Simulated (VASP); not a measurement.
Se: single point with PBE+D3(BJ)

Crystal: Se.

```
Se
1.0
    -1.70345    1.70345    1.66086
     1.70345   -1.70345    1.66086
     1.70345    1.70345   -1.66086
Se
1
Direct
  0.00000 0.00000 0.00000
```

The cell isn't the ideal one: strain +0.000 along x and y, -0.025 along z, atoms carried along.

```json
{
  "Program": "VASP 6.6.1",
  "Task": "single point",
  "Functional": "PBE",
  "Dispersion": "D3(BJ)",
  "Potentials or basis": "VASP PAW PBE potentials, release 64 (Se)",
  "Cutoff": "520 eV",
  "k mesh": "20 × 20 × 20",
  "Occupations": "gaussian, width 0.15 eV",
  "Spin": "no spin polarisation",
  "Dipole correction": "no",
  "Further INCAR settings": "ALGO = Normal; EDIFF = 1e-06; NBANDS = 9"
}
```

The pressure is 0.9 GPa, the band gap on the k mesh is none (metal or under the smearing width) and the dispersion energy per atom is -0.451 eV.

Stress tensor (GPa, compression positive):
```
0.21 0.00 0.00
0.00 0.21 0.00
0.00 0.00 2.23
```

Levels at points of the mesh, in eV from the Fermi level:
```csv
k point,band 1,band 2,band 3,band 4,band 5,band 6,band 7,band 8
"(0.00, 0.00, 0.00)",-16.61,3.22,3.22,3.29,11.86,12.18,12.70,12.70
"(0.50, 0.00, 0.00)",-12.81,-7.05,-0.02,2.18,6.85,8.13,17.78,18.38
"(0.50, 0.50, 0.00)",-12.94,-7.11,0.23,2.50,7.19,8.60,17.33,17.88
"(0.50, 0.50, 0.50)",-10.23,-3.57,-3.57,-3.12,3.74,3.97,23.12,23.12
```

Run time: 36 s on 1 thread of Intel(R) Xeon(R) Platinum 8488C (Sapphire Rapids) (shared host), peak memory 0.23 GiB.

Caveat: pairwise dispersion overbinds metals, which lowers pressure and volume.
